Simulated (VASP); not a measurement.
A run of VASP 6.6.1 is set up as follows.

The input INCAR:

```
SYSTEM = Ag
PREC = Accurate ; ENCUT = 520
EDIFF = 1E-6 ; ISMEAR = 1
SIGMA = 0.1 ; LREAL = .FALSE.
LASPH = .TRUE. ; NELM = 80
ALGO = Normal ; ISIF = 2
LWAVE = .FALSE. ; LCHARG = .FALSE.
GGA = PE ; ICORELEVEL = 1
```

KPOINTS

```
Automatic mesh
0
G
  13 13 26
  0 0 0
```

The input POSCAR:

```
Ag
1.0
    2.9314808700      0.0000000000      0.0000000000
    0.0000000000      2.9314808700      0.0000000000
    1.4657404300      1.4657404300      2.0728700000
Ag
1
Direct
    0.0000000000      0.0000000000      0.0000000000
```

Potentials or basis: VASP PAW PBE potentials, release 64 (Ag).

The run is started by

```bash
$ cat potpaw_PBE.64/Ag/POTCAR > POTCAR
$ mpirun -np 1 vasp_std > vasp.out
```

Task: What does it give for the pressure?

Result: -0.1 GPa.

Task: Estimate the band gap on the k mesh.

Result: None (metal or under the smearing width).

Core levels (eV, on the scale of the bands):
```tsv
atom	levels
1 Ag	1s -25314.4, 2s -3718.0, 2p -3333.5, 3s -672.9, 3p -546.7, 3d -347.8, 4s -84.1, 4p -47.6
```
